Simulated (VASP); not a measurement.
# HfC (Fm-3m) in VASP: notebook

The runs below take HfC through single point, with LDA.

Everything below comes from runs of VASP 6.6.1. Logs are shortened: lines on timing, memory, paths and dates and some standing lists are left out, and cuts for length are marked.

### Step 1. The structure

Symmetry: Fm-3m, No. 225, cubic system. Conventional cell: a = 4.650 Å, b = 4.650 Å, c = 4.650 Å, α = 90.00°, β = 90.00°, γ = 90.00°. Around Hf (site symmetry m-3m) lie 6 C at 2.33 Å. C (site symmetry m-3m) has 6 Hf at 2.33 Å as nearest neighbours.

### Step 2. Single point, LDA

File INCAR:

```
PREC = Accurate
ENCUT = 450
EDIFF = 1E-7
ISMEAR = -1
SIGMA = 0.02
LREAL = F
LASPH = T
NELM = 100
ALGO = Normal
ISIF = 2
LWAVE = F
LCHARG = F
ADDGRID = F
```

File KPOINTS:

```
Automatic mesh
0
Gamma
  13 13 13
```

File POSCAR:

```
HfC
1.0
    0.0000000000      2.3250000000      2.3250000000
    2.3250000000      0.0000000000      2.3250000000
    2.3250000000      2.3250000000      0.0000000000
Hf C
1 1
Direct
    0.5000000000      0.5000000000      0.5000000000
    0.0000000000      0.0000000000      0.0000000000
```

Potentials or basis: VASP PAW LDA potentials, release 64 (Hf, C).

The run is started by

```console
> cat potpaw_LDA.64/Hf/POTCAR potpaw_LDA.64/C/POTCAR > POTCAR
> mpirun -np 1 vasp_std > vasp.out
```

OUTCAR:

```text
PREC = Accurate
   ENCUT = 450
   EDIFF = 1E-7
   ISMEAR = -1
   LREAL = F
   LASPH = T
   NELM = 100
   ISIF = 2

 Found     84 irreducible k-points:

 Following reciprocal coordinates:
            Coordinates               Weight
  0.000000  0.000000  0.000000      1.000000
  0.076923  0.000000  0.000000      8.000000
  0.153846  0.000000  0.000000      8.000000
  0.230769  0.000000  0.000000      8.000000
  0.307692  0.000000  0.000000      8.000000
  0.384615  0.000000  0.000000      8.000000
   k-points           NKPTS =     84   k-points in BZ     NKDIM =     84   number of bands    NBANDS=      8
   number of dos      NEDOS =    301   number of ions     NIONS =      2
   total plane-waves  NPLWV =  13824
   dimension x,y,z NGX =    24 NGY =   24 NGZ =   24
   dimension x,y,z NGXF=    48 NGYF=   48 NGZF=   48
   ions per type =               1   1
   NGX,Y,Z   is equivalent  to a cutoff of  12.13, 12.13, 12.13 a.u.
   NGXF,Y,Z  is equivalent  to a cutoff of  24.27, 24.27, 24.27 a.u.
 SYSTEM =  unknown system
   PREC   = accura    normal or accurate (medium, high low for compatibility)
   ISTART =      0    job   : 0-new  1-cont  2-samecut
   ICHARG =      2    charge: 1-file 2-atom 10-const
   ISPIN  =      1    spin polarized calculation?
   LNONCOLLINEAR =      F non collinear calculations
   LSORBIT =      F    spin-orbit coupling
   LASPH  =      T    aspherical Exc in radial PAW
   ENCUT  =  450.0 eV  33.07 Ry    5.75 a.u.   5.69  5.69  5.69*2*pi/ulx,y,z
   NELM   =    100;   NELMIN=  2; NELMDL= -5     # of ELM steps
   EDIFF  = 0.1E-06   stopping-criterion for ELM
   LREAL  =      F    real-space projection
   EDIFFG = 0.1E-05   stopping-criterion for IOM
   NSW    =      0    number of steps for IOM
   IBRION =     -1    ionic relax: 0-MD 1-quasi-New 2-CG
   NFREE  =      0    steps in history (QN), initial steepest desc. (CG)
   ISIF   =      2    stress and relaxation
   ISYM   =      2    0-nonsym 1-usesym 2-fastsym
   POTIM  = 0.5000    time-step for ionic-motion
   TEBEG  =    0.0;   TEEND  =   0.0 temperature during run
   PSTRESS=    0.0 pullay stress
   NELECT =       8.0000    total number of electrons
   NUPDOWN=      -1.0000    fix difference up-down
   EMIN   =  10.00;   EMAX   =-10.00  energy-range for DOS
   EFERMI =   0.00;   METHOD = LEGACY
   ISMEAR =    -1;   SIGMA  =   0.02  broadening in eV -4-tet -1-fermi 0-gaus
   EFERMI_NEDOS =   21; number of points for ismear=-14 and -15
   IALGO  =     38    algorithm
   IMIX   =      4    mixing-type and parameters
     AMIX     =   0.40;   BMIX     =  1.00
     AMIX_MAG =   1.60;   BMIX_MAG =  1.00
  volume/ion in A,a.u.               =      12.57        84.81
  Fermi-wavevector in a.u.,A,eV,Ry     =   1.117734  2.112211 16.998163  1.249330
  Thomas-Fermi vector in A             =   2.254359
   LORBIT       =      0    0 simple, 1 ext, 2 COOP (PROOUT), +10 PAW based schemes
   GGA     = CA    functional components
   LHFCALC =     F    Hartree Fock is set to
   AEXX    =    0.0000 exact exchange contribution
   IVDW    =     0    specifies the selected vdW correction
   LEPSILON=     F    determine dielectric tensor
   LRPA    =     F    only Hartree local field effects (RPA)
 non-spin polarized calculation
  energy-cutoff  :      450.00
  volume of cell :       25.14
 maximum number of plane-waves:       556
   NGX = 11   NGY = 11   NGZ = 11

 number of electron       8.0000000 magnetization

 Free energy of the ion-electron system (eV)
  ---------------------------------------------------
  ext. energy  EPLUGINS =         0.00000000
  ---------------------------------------------------
  free energy    TOTEN  =       -22.92747499 eV

  energy without entropy =      -22.92687496  energy(sigma->0) =      -22.92717498

 E-fermi :   6.2329     XC(G=0): -12.1983

 val. band max:        6.1388766056   @ k =   0.4615   0.4615   0.0000
 cond. band min:       6.2374568785   @ k =   0.0769   0.0000   0.0000
 fundamental gap:      0.0985802729
 Fermi energy:         6.2328680053

 k-point     1 :       0.0000    0.0000    0.0000
  band No.  band energies     occupation
      1      -5.9163      2.00000
      2       7.2436      0.00000
      3       7.2436      0.00000
      4       7.2436      0.00000
      5       7.5237      0.00000
      6       7.5237      0.00000
      7       7.5237      0.00000
      8       9.5435      0.00000

 k-point     2 :       0.0769    0.0000    0.0000
  band No.  band energies     occupation
      1      -5.7752      2.00000
      2       6.2375      0.88578
      3       6.5310      0.00000
      4       6.5310      0.00000
      5       7.8209      0.00000
      6       7.8209      0.00000
      7       8.1727      0.00000
      8      10.2665      0.00000

 k-point     3 :       0.1538    0.0000    0.0000
  band No.  band energies     occupation
      1      -5.3659      2.00000
      2       4.9106      2.00000
      3       5.5407      2.00000
      4       5.5407      2.00000
      5       8.2868      0.00000
      6       8.2868      0.00000
      7       8.6439      0.00000
      8      11.6905      0.00000

 k-point     4 :       0.2308    0.0000    0.0000
  band No.  band energies     occupation
      1      -4.7289      2.00000
      2       3.5506      2.00000
      3       4.6610      2.00000
      4       4.6610      2.00000
      5       8.9745      0.00000
      6       8.9745      0.00000
      7       9.0620      0.00000
      8      13.2985      0.00000

 k-point     5 :       0.3077    0.0000    0.0000
  band No.  band energies     occupation
      1      -3.9286      2.00000
      2       2.2563      2.00000
      3       3.9727      2.00000
      4       3.9727      2.00000
      5       9.6366      0.00000
      6       9.8341      0.00000
      7       9.8341      0.00000
      8      14.9056      0.00000

 k-point     6 :       0.3846    0.0000    0.0000
  band No.  band energies     occupation
      1      -3.0608      2.00000
      2       1.0974      2.00000
      3       3.5039      2.00000
      4       3.5039      2.00000
      5      10.4770      0.00000
      6      10.7193      0.00000
      7      10.7193      0.00000
      8      14.5794      0.00000

 [... further k-points ...]

------------------------ aborting loop because EDIFF is reached ----------------------------------------

  FORCE on cell =-STRESS in cart. coord.  units (eV):
  Direction    XX          YY          ZZ          XY          YZ          ZX
  --------------------------------------------------------------------------------------
  -------------------------------------------------------------------------------------
  Total       -1.8482891     -1.8482891     -1.8482891      0.0000000      0.0000000      0.0000000
  in kB     -117.8098512   -117.8098512   -117.8098512      0.0000000      0.0000000      0.0000000
  external PRESSURE =    -117.8098512 kB  Pullay stress =       0.0000000 kB

 VOLUME and BASIS-vectors are now :
 -----------------------------------------------------------------------------
  energy-cutoff  :      450.00
  volume of cell :       25.14
      direct lattice vectors                 reciprocal lattice vectors
     0.000000000  2.325000000  2.325000000    -0.215053763  0.215053763  0.215053763
     2.325000000  0.000000000  2.325000000     0.215053763 -0.215053763  0.215053763
     2.325000000  2.325000000  0.000000000     0.215053763  0.215053763 -0.215053763

 POSITION                                       TOTAL-FORCE (eV/Angst)
 -----------------------------------------------------------------------------------
      2.32500      2.32500      2.32500        -0.000000     -0.000000      0.000000
      0.00000      0.00000      0.00000         0.000000      0.000000     -0.000000
 -----------------------------------------------------------------------------------
    total drift:                                0.000000     -0.000000     -0.000000

  FREE ENERGIE OF THE ION-ELECTRON SYSTEM (eV)
  ---------------------------------------------------
  free  energy   TOTEN  =       -22.9274749919 eV

  energy  without entropy=      -22.9268749585  energy(sigma->0) =      -22.92717498
```

stdout:

```text
POSCAR found type information on POSCAR HfC
 POSCAR found :  2 types and       2 ions
 scaLAPACK will be used
 LDA part: xc-table for (Slater(with rela. corr.)+CA(PZ))
 , standard interpolation
 POSCAR, INCAR and KPOINTS ok, starting setup
 FFT: planning ... GRIDC
 FFT: planning ... GRID_SOFT
 FFT: planning ... GRID
 WAVECAR not read
 entering main loop
```

Run time: 37 s. Hardware: 1 thread of AMD EPYC, shared host; peak memory 0.1 GiB.

The run converged, but some of its settings lie outside the range that counts as converged, so its numbers aren't taken as properties of the crystal.

What came out:

```
Free energy            : -22.9275 eV
Band gap on the k mesh : none (metal or under the smearing width)
```

Caveat: the cutoff is under 1.25 times the usual one of these potentials, so pressure, stress and relaxed cells hold a basis-set (Pulay) error.

### Step 3. Single point, LDA

File INCAR:

```
PREC = Low
ENCUT = 450
EDIFF = 1E-7
ISMEAR = -1
SIGMA = 0.15
LREAL = F
LASPH = T
NELM = 100
ALGO = Normal
ISIF = 2
LWAVE = F
LCHARG = F
ADDGRID = F
```

KPOINTS is that of step 2.

POSCAR is that of step 2.

Potentials or basis: VASP PAW LDA potentials, release 64 (Hf, C).

The run is started by

```console
> cat potpaw_LDA.64/Hf/POTCAR potpaw_LDA.64/C/POTCAR > POTCAR
> mpirun -np 1 vasp_std > vasp.out
```

OUTCAR:

```text
PREC = Low
   ENCUT = 450
   EDIFF = 1E-7
   ISMEAR = -1
   LREAL = F
   LASPH = T
   NELM = 100
   ISIF = 2

 Found     84 irreducible k-points:

 Following reciprocal coordinates:
            Coordinates               Weight
  0.000000  0.000000  0.000000      1.000000
  0.076923  0.000000  0.000000      8.000000
  0.153846  0.000000  0.000000      8.000000
  0.230769  0.000000  0.000000      8.000000
  0.307692  0.000000  0.000000      8.000000
  0.384615  0.000000  0.000000      8.000000
   k-points           NKPTS =     84   k-points in BZ     NKDIM =     84   number of bands    NBANDS=      8
[... 141 lines left out ...]

  FORCE on cell =-STRESS in cart. coord.  units (eV):
  Direction    XX          YY          ZZ          XY          YZ          ZX
  --------------------------------------------------------------------------------------
  -------------------------------------------------------------------------------------
  Total       -1.8440141     -1.8440141     -1.8440141     -0.0000000     -0.0000000      0.0000000
  in kB     -117.5373654   -117.5373654   -117.5373654     -0.0000000     -0.0000000      0.0000000
  external PRESSURE =    -117.5373654 kB  Pullay stress =       0.0000000 kB

 VOLUME and BASIS-vectors are now :
 -----------------------------------------------------------------------------
  energy-cutoff  :      450.00
  volume of cell :       25.14
      direct lattice vectors                 reciprocal lattice vectors
     0.000000000  2.325000000  2.325000000    -0.215053763  0.215053763  0.215053763
     2.325000000  0.000000000  2.325000000     0.215053763 -0.215053763  0.215053763
     2.325000000  2.325000000  0.000000000     0.215053763  0.215053763 -0.215053763

 POSITION                                       TOTAL-FORCE (eV/Angst)
 -----------------------------------------------------------------------------------
      2.32500      2.32500      2.32500        -0.000000     -0.000000     -0.000000
      0.00000      0.00000      0.00000         0.000000      0.000000      0.000000
 -----------------------------------------------------------------------------------
    total drift:                               -0.000000     -0.000000     -0.000000

  FREE ENERGIE OF THE ION-ELECTRON SYSTEM (eV)
  ---------------------------------------------------
  free  energy   TOTEN  =       -22.9386450288 eV

  energy  without entropy=      -22.9157242023  energy(sigma->0) =      -22.92718462
```

OSZICAR:

```text
N       E                     dE             d eps       ncg     rms          rms(c)
DAV:   1    -0.176001258353E+01   -0.17600E+01   -0.36022E+03  1344   0.792E+02
DAV:   2    -0.256819621140E+02   -0.23922E+02   -0.23286E+02  2056   0.961E+01
DAV:   3    -0.261583391581E+02   -0.47638E+00   -0.47129E+00  1736   0.174E+01
DAV:   4    -0.261602845809E+02   -0.19454E-02   -0.19454E-02  2208   0.105E+00
DAV:   5    -0.261602851726E+02   -0.59172E-06   -0.59139E-06  1696   0.138E-02    0.196E+01
DAV:   6    -0.231562967602E+02    0.30040E+01   -0.25990E+01  1392   0.240E+01    0.100E+01
DAV:   7    -0.230031410525E+02    0.15316E+00   -0.68812E-01  1472   0.556E+00    0.541E+00
DAV:   8    -0.229402943751E+02    0.62847E-01   -0.62673E-02  1656   0.219E+00    0.272E-01
DAV:   9    -0.229387730430E+02    0.15213E-02   -0.61717E-03  1856   0.370E-01    0.186E-01
DAV:  10    -0.229386537536E+02    0.11929E-03   -0.28846E-04  1736   0.109E-01    0.501E-02
DAV:  11    -0.229386452917E+02    0.84619E-05   -0.29282E-05  1864   0.333E-02    0.121E-02
DAV:  12    -0.229386450311E+02    0.26058E-06   -0.78280E-07  1760   0.554E-03    0.672E-04
DAV:  13    -0.229386450288E+02    0.23167E-08   -0.30700E-08   992   0.131E-03
   1 F= -.22938645E+02 E0= -.22927185E+02  d E =-.229208E-01
```

stdout:

```text
POSCAR found type information on POSCAR HfC
 POSCAR found :  2 types and       2 ions
 scaLAPACK will be used
 LDA part: xc-table for (Slater(with rela. corr.)+CA(PZ))
 , standard interpolation
 POSCAR, INCAR and KPOINTS ok, starting setup
 FFT: planning ... GRIDC
 FFT: planning ... GRID_SOFT
 FFT: planning ... GRID
 WAVECAR not read
 entering main loop
```

Run time: 23 s. Hardware: 1 thread of AMD EPYC, shared host; peak memory 0.08 GiB.

The run converged, but some of its settings lie outside the range that counts as converged, so its numbers aren't taken as properties of the crystal.

Results:

| Property | Result |
| --- | --- |
| Free energy | -22.9386 eV |
| Band gap on the k mesh | none (metal or under the smearing width) |

Caveat: the cutoff is under 1.25 times the usual one of these potentials, so pressure, stress and relaxed cells hold a basis-set (Pulay) error.

### Step 4. Single point, LDA

Edit INCAR of step 3 so:

```diff
@@ -1,2 +1,2 @@
-PREC = Low
+PREC = Normal
 ENCUT = 450
```

KPOINTS is that of step 3.

POSCAR is that of step 3.

Potentials or basis: VASP PAW LDA potentials, release 64 (Hf, C).

The run is started by

```console
> cat potpaw_LDA.64/Hf/POTCAR potpaw_LDA.64/C/POTCAR > POTCAR
> mpirun -np 1 vasp_std > vasp.out
```

OUTCAR:

```text
PREC = Normal
   ENCUT = 450
   EDIFF = 1E-7
   ISMEAR = -1
   LREAL = F
   LASPH = T
   NELM = 100
   ISIF = 2

 Found     84 irreducible k-points:

 Following reciprocal coordinates:
            Coordinates               Weight
  0.000000  0.000000  0.000000      1.000000
  0.076923  0.000000  0.000000      8.000000
  0.153846  0.000000  0.000000      8.000000
  0.230769  0.000000  0.000000      8.000000
  0.307692  0.000000  0.000000      8.000000
  0.384615  0.000000  0.000000      8.000000
   k-points           NKPTS =     84   k-points in BZ     NKDIM =     84   number of bands    NBANDS=      8
[... 142 lines left out ...]
  FORCE on cell =-STRESS in cart. coord.  units (eV):
  Direction    XX          YY          ZZ          XY          YZ          ZX
  --------------------------------------------------------------------------------------
  -------------------------------------------------------------------------------------
  Total       -1.8430437     -1.8430437     -1.8430437     -0.0000000      0.0000000     -0.0000000
  in kB     -117.4755115   -117.4755115   -117.4755115     -0.0000000      0.0000000     -0.0000000
  external PRESSURE =    -117.4755115 kB  Pullay stress =       0.0000000 kB

 VOLUME and BASIS-vectors are now :
 -----------------------------------------------------------------------------
  energy-cutoff  :      450.00
  volume of cell :       25.14
      direct lattice vectors                 reciprocal lattice vectors
     0.000000000  2.325000000  2.325000000    -0.215053763  0.215053763  0.215053763
     2.325000000  0.000000000  2.325000000     0.215053763 -0.215053763  0.215053763
     2.325000000  2.325000000  0.000000000     0.215053763  0.215053763 -0.215053763

 POSITION                                       TOTAL-FORCE (eV/Angst)
 -----------------------------------------------------------------------------------
      2.32500      2.32500      2.32500         0.000000      0.000000     -0.000000
      0.00000      0.00000      0.00000         0.000000      0.000000      0.000000
 -----------------------------------------------------------------------------------
    total drift:                               -0.000000      0.000000      0.000000

  FREE ENERGIE OF THE ION-ELECTRON SYSTEM (eV)
  ---------------------------------------------------
  free  energy   TOTEN  =       -22.9383679873 eV

  energy  without entropy=      -22.9154447759  energy(sigma->0) =      -22.92690638
```

OSZICAR:

```text
N       E                     dE             d eps       ncg     rms          rms(c)
DAV:   1    -0.175993316343E+01   -0.17599E+01   -0.36021E+03  1344   0.792E+02
DAV:   2    -0.256814523222E+02   -0.23922E+02   -0.23286E+02  2056   0.961E+01
DAV:   3    -0.261578045042E+02   -0.47635E+00   -0.47126E+00  1736   0.174E+01
DAV:   4    -0.261597498070E+02   -0.19453E-02   -0.19453E-02  2208   0.105E+00
DAV:   5    -0.261597503983E+02   -0.59134E-06   -0.59137E-06  1696   0.138E-02    0.196E+01
DAV:   6    -0.231560022063E+02    0.30037E+01   -0.25987E+01  1392   0.240E+01    0.100E+01
DAV:   7    -0.230028624218E+02    0.15314E+00   -0.68800E-01  1472   0.556E+00    0.541E+00
DAV:   8    -0.229400172178E+02    0.62845E-01   -0.62669E-02  1656   0.219E+00    0.272E-01
DAV:   9    -0.229384959588E+02    0.15213E-02   -0.61706E-03  1848   0.370E-01    0.186E-01
DAV:  10    -0.229383767063E+02    0.11925E-03   -0.28864E-04  1736   0.109E-01    0.501E-02
DAV:  11    -0.229383682504E+02    0.84559E-05   -0.29248E-05  1848   0.333E-02    0.121E-02
DAV:  12    -0.229383679902E+02    0.26024E-06   -0.78299E-07  1776   0.554E-03    0.678E-04
DAV:  13    -0.229383679873E+02    0.28921E-08   -0.30436E-08   992   0.130E-03
   1 F= -.22938368E+02 E0= -.22926906E+02  d E =-.229232E-01
```

stdout:

```text
POSCAR found type information on POSCAR HfC
 POSCAR found :  2 types and       2 ions
 scaLAPACK will be used
 LDA part: xc-table for (Slater(with rela. corr.)+CA(PZ))
 , standard interpolation
 POSCAR, INCAR and KPOINTS ok, starting setup
 FFT: planning ... GRIDC
 FFT: planning ... GRID_SOFT
 FFT: planning ... GRID
 WAVECAR not read
 entering main loop
```

Wall time 20 s (1 thread of AMD EPYC, shared host); peak memory 0.09 GiB.

These settings aren't checked as converged: the numbers below hold their error.

Results:

| Item | Value |
| --- | --- |
| Free energy | -22.9384 eV |
| Band gap on the k mesh | none (metal or under the smearing width) |

Caveat: the cutoff is under 1.25 times the usual one of these potentials, so pressure, stress and relaxed cells hold a basis-set (Pulay) error.

[end of part 1 of 2]
